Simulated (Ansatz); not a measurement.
BAs: equation of state with BLYP+D4

**What was measured.**

“Basic Physical Properties of Cubic Boron Arsenide”, 2019, arxiv:1911.11281 quotes, for a bulk crystal of BAs: bulk modulus 148 GPa.

Crystal: BAs.

```
As B
1.0
     0.00000    2.38850    2.38850
     2.38850    0.00000    2.38850
     2.38850    2.38850    0.00000
As B
1 1
Direct
  0.75000 0.75000 0.75000
  0.00000 0.00000 0.00000
```

```json
{
 "Program": "Ansatz 0.2.0",
 "Task": "equation of state",
 "Functional": "BLYP",
 "Dispersion": "D4",
 "Potentials or basis": "Ansatz PAW",
 "Cutoff": "420 eV",
 "Density cutoff": "1680 eV",
 "k mesh": "10 × 10 × 10",
 "Occupations": "fermi-dirac, width 0.05 eV",
 "Spin": "no spin polarisation"
}
```

- Equilibrium volume: 13.51 Å³/atom
- Bulk modulus: 134 GPa
- Pressure derivative of the bulk modulus: 4.5

Energy against volume, from the lowest point:
```
volume (Å³/atom)  energy (meV/atom)
          12.809              16.32
          13.081               5.59
          13.354               0.36
          13.626               0.00
          13.899               4.06
          14.171              12.05
          14.444              23.55
```

All runs of the series together: 10 s on 2 threads of AMD EPYC 7R43 64-Core Processor (Zen 3), with other jobs on the host.

Measured bulk modulus of BAs: 148 GPa (quoted in “Basic Physical Properties of Cubic Boron Arsenide”, 2019, arxiv:1911.11281). This calculation gives 134 GPa (-9.4 %). The fit is for a static lattice scaled at fixed shape and fixed fractional positions.

Caveat: the potentials were made for another functional, which shifts forces and pressure.
